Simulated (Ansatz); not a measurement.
Input of an Ansatz 0.2.0 run:

input.yaml

```yaml
crystal:
  lattice:
    - [2.5099983704, 0.0, 0.0]
    - [-1.2549991852, 2.1737223522, 0.0]
    - [0.0, 0.0, 25.035]
  atoms:
    - { symbol: B, position: [0.0, 0.0, 0.2995805872] }
    - { symbol: "N", position: [0.6666666667, 0.3333333334, 0.2995805872] }
    - { symbol: B, position: [0.3333333333, 0.6666666666, 0.4331935291] }
    - { symbol: "N", position: [0.0, 0.0, 0.4331935291] }
    - { symbol: B, position: [0.0, 0.0, 0.5668064709] }
    - { symbol: "N", position: [0.6666666667, 0.3333333334, 0.5668064709] }
    - { symbol: B, position: [0.3333333333, 0.6666666666, 0.7004194128] }
    - { symbol: "N", position: [0.0, 0.0, 0.7004194128] }
hamiltonian:
  xc: pbe
  pseudopotentials: { kind: paw }
kpoints:
  mp_grid: { grid: [12, 12, 1] }
scf:
  occupations: { method: fermi_dirac, width: 0.05 }
output:
  forces: true
  eigenvalues: true
efield:
  axis: 3
  dipole_correction: true
  ramp_width: 0.04
```

Potentials or basis: Ansatz PAW.

Run with:

```sh
$ ansatz run input.yaml --threads 4 --pin off --max-ram 11264MiB --backend cpu --events-out ev --progress --plain --runs-dir out
```

Estimate the work function of the lower face.

3.66 eV.

What does it give for the band gap on the k mesh?

4.38 eV, indirect (least direct gap 4.47 eV).

Forces in eV/Å, atoms in the order of the input:
```
B    0.000  0.000 -0.027
N    0.000  0.000 -0.061
B    0.000  0.000  0.000
N    0.000  0.000  0.000
B    0.000  0.000  0.001
N    0.000  0.000  0.000
B    0.000  0.000  0.036
N    0.000  0.000  0.052
```
